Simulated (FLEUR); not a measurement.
Al2Cu: equation of state with LDA

The system is Al2Cu.

```
CELL_PARAMETERS angstrom
4.10518 0.00000 0.00000
0.00000 4.10518 0.00000
0.00000 0.00000 2.89131
ATOMIC_POSITIONS crystal
Cu 0.00000 0.00000 0.00000
Al 0.00000 0.50000 0.50000
Al 0.50000 0.00000 0.50000
```

The cell comes from a database or a generator and needn't be the stable form of this composition.

```
Program             : FLEUR MaX-R8.1 (later development tree)
Task                : equation of state
Functional          : LDA
Potentials or basis : all-electron
Basis               : FLAPW
Kmax                : 4.9 1/bohr
k mesh              : 7 × 7 × 9
Occupations         : fermi-dirac, width 0.05 eV
Spin                : no spin polarisation
```

```
Equilibrium volume                        : 15.35 Å³/atom
Bulk modulus at fixed shape and positions : 104 GPa
Pressure derivative of the bulk modulus   : 4.8 (rough: it moves with the points fitted)
```

Energy against volume, from the lowest point:
```
volume (Å³/atom)  energy (meV/atom)
          15.267               0.00
          15.592               0.99
          16.242              14.82
          16.892              41.53
          17.216              58.82
```

Caveat: the cell was scaled at fixed shape and fractional positions, which overstates the stiffness of a crystal with free parameters, most of all of layers and chains.
